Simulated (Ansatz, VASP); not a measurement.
SiNi in VASP and in Ansatz

```xyz
8
Lattice="4.4968 0.0000 0.0000 0.0000 4.4968 0.0000 0.0000 0.0000 4.4968" Properties=species:S:1:pos:R:3 pbc="T T T"
Ni    0.6610    0.6610    0.6610
Ni    1.5874    3.8358    2.9094
Ni    2.9094    1.5874    3.8358
Ni    3.8358    2.9094    1.5874
Si    3.8677    3.8677    3.8677
Si    2.8775    0.6291    1.6193
Si    1.6193    2.8775    0.6291
Si    0.6291    1.6193    2.8775
```

Alike in both runs: task single point; functional PBE; k mesh 5 × 5 × 5; occupations gaussian, width 0.05 eV; no spin polarisation.

```csv
,VASP,Ansatz
version,VASP 6.6.1,Ansatz 0.2.0
potentials or method,"VASP PAW PBE potentials, release 64 (Ni, Si)","PAW, plane waves, scalar-relativistic"
plane-wave cutoff (eV),520,420
valence electrons in the cell,56,88
```

Ansatz gave:

| Quantity | Value |
| --- | --- |
| pressure (GPa) | 3.8 |
| rms of the force components (eV/Å) | 0.504 |

**Question.** What did VASP give for the same quantities?

**Answer.** Pressure (GPa): 3.8; rms of the force components (eV/Å): 0.506.

Atom by atom the forces differ by 0.002 eV/Å (rms over components). The two sets of potentials don't hold the same shells in valence.

Caveats: forces of over 1 eV/Å show positions far from the minimum, so gaps and moduli don't describe the material at rest. Spin polarisation is off, so any magnetic state and its effect on volume and gap are missing.
